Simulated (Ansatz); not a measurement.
Contact densities of Sb against volume

```yaml
crystal:
  lattice:
    - [-1.50500, 1.50500, 2.48000]
    - [1.50500, -1.50500, 2.48000]
    - [1.50500, 1.50500, -2.48000]
  atoms:
    - { symbol: Sb, position: [0.00000, 0.00000, 0.00000] }
```

The conventional cell has a = 3.010 Å, b = 3.010 Å, c = 4.960 Å, α = 90.00°, β = 90.00°, γ = 90.00°. Sb (atom 1) is surrounded by 12 Sb at 3.01 to 3.27 Å.

The cell comes from COD entry 9013010, which wasn't checked; take it as a given geometry.

No spin–orbit coupling, which matters for the heavy atoms here.

Level of theory: DFT, PBE, all-electron PAW with datasets made for the crystal, scalar-relativistic in Ansatz 0.2.0.

Numerical set-up: a Γ-centred 19×19×19 k mesh, Fermi–Dirac smearing of 0.05 eV, cutoff 180 eV (chosen by the program for this cell), no spin polarisation.

The contact density is the mean electron density over the nuclear volume; its changes set Mössbauer isomer shifts. Changes below are taken from the unscaled cell, where it is 1.35003e+06 e/Å³ at Sb.

Volumes at which the program chose other datasets or cutoffs are left out.

The datasets are made afresh for each cell, so very small changes are uncertain. Scalar relativity leaves out the p1/2 density at heavy nuclei.

**Question.** Does compression raise or lower the contact density at Sb?

**Answer.** It lowers it, by 2.78 e/Å³ over the whole range.

**Question.** Tabulate the changes with volume.

**Answer.** 
```tsv
V/V(cell)	P (GPa)	Δρ(0) Sb (e/Å³)
1.0000	19.2	0.00
1.0100	17.9	0.43
1.0200	16.6	0.88
1.0400	14.3	1.80
1.0500	13.2	2.29
1.0600	12.1	2.78
```
